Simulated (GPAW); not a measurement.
Runs of GPAW 26.7.0 on WS2 (Tungstenite). It takes space group P6_3/mmc (No. 194, hexagonal). The conventional cell has a = 3.180 Å, b = 3.180 Å, c = 12.500 Å, α = 90.00°, β = 90.00°, γ = 120.00°. W (site symmetry -6m2) has 6 S at 2.41 Å as nearest neighbours. Around S (site symmetry 3m) lie 3 W at 2.41 Å. 

| task | level | potentials or basis | spin | U | cell | k mesh | optimizer | fmax | max steps | band path | band points | mesh quality | gap on the mesh (eV) | pressure (GPa) | largest force (eV/Å) |
| --- | --- | --- | --- | --- | --- | --- | --- | --- | --- | --- | --- | --- | --- | --- | --- |
| single point | PBE | GPAW PAW data sets (gpaw-data 1.2.1), pw | off | - | atoms moved at random, drawn with an rms of 0.05 Å | 10 × 10 × 3 | - | - | - | - | - | not flagged | 1.11 | 5.3 | 1.37 |
| relaxation of cell and atoms | PBEsol+D4 | PAW data sets generated in the run's folder for this functional, pw | off | - | relaxed | 6 × 6 × 2 | FIRE | 0.02 eV/Å | 40 | - | - | coarse | (c) | 0.0 | - |
| band structure | PBE | PAW data sets generated in the run's folder for this functional, pw | off | - | as given | 6 × 6 × 2 | - | - | - | GMKGALHA,LM,KH | 60 | coarse | (a) | 2.3 | (b) |
| band structure | LDA | JTH PAW 2.0, LDA, pw | off | - | as given | 6 × 6 × 2 | - | - | - | GMKGALHA,LM,KH | 60 | coarse | 0.98 | -6.1 | 0.40 |
| band structure | C09-vdW | GPAW PAW data sets (gpaw-data 1.2.1), pw | SOC, no magnetisation | - | as given | 6 × 6 × 2 | - | - | - | GMKGALHA,LM,KH | 100 | coarse | 0.95 | - | 0.25 |

Alike in all rows: cutoff (eV) 600; smearing fermi-dirac 0.05 eV.

Estimate the missing entries.

(a) 1.05; (b) 0.15; (c) 0.78.

Caveats: spin-orbit coupling is left out, which moves the levels of the heavy elements (some runs); an odd mesh through Γ misses points on the zone boundary, where band edges often lie (some runs); later steps reuse the first step's grids (some runs); this functional lacks dispersion, which binds the layers, so the pressure and a relaxed spacing across them are unreliable (some runs); the program truncates these outside data sets (some runs); spin-orbit coupling was added after a scalar SCF, so levels and gaps hold it while energy, forces, pressure and moments don't (some runs); this program's spin-orbit splittings come out too wide for heavy elements (some runs).

A k mesh can miss the band edges, and rows without SOC leave out spin-orbit coupling on W.
